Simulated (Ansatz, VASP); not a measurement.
**Two plane-wave programs on HgTe (Coloradoite)**

```
Hg Te
1.0
     0.00000    3.21450    3.21450
     3.21450    0.00000    3.21450
     3.21450    3.21450    0.00000
Hg Te
1 1
Direct
  0.00000 0.00000 0.00000
  0.75000 0.75000 0.75000
```

Alike in both runs: task relaxation of cell and atoms; functional PBE; k mesh 7 × 7 × 7; occupations fermi-dirac, width 0.05 eV; no spin polarisation.

|  | VASP | Ansatz |
| --- | --- | --- |
| version | VASP 6.6.1 | Ansatz 0.2.0 |
| potentials or method | VASP PAW PBE potentials, release 64 (Hg, Te) | Ansatz PAW |
| plane-wave cutoff (eV) | 600 | 420 |
| valence electrons in the cell | 18 | 36 |

```tsv
	VASP	Ansatz	Ansatz less VASP
relaxed volume (Å³/atom)	36.83	36.79	-0.044
relaxed cell length with the largest relative difference (Å)	4.705	4.703	-0.0019
energy change over the relaxation (meV/atom)	-48	-46	+1.7
```

The two sets of potentials don't hold the same shells in valence.

Caveats: the volume moved by +11 % from the deposited cell, more than functionals usually miss; the plane-wave basis is chosen anew once the cell has moved, so the energies of steps on either side of that aren't comparable (Ansatz). Zero-point motion and thermal expansion aren't in these numbers. PBE usually gives volumes a little too large and moduli too small.
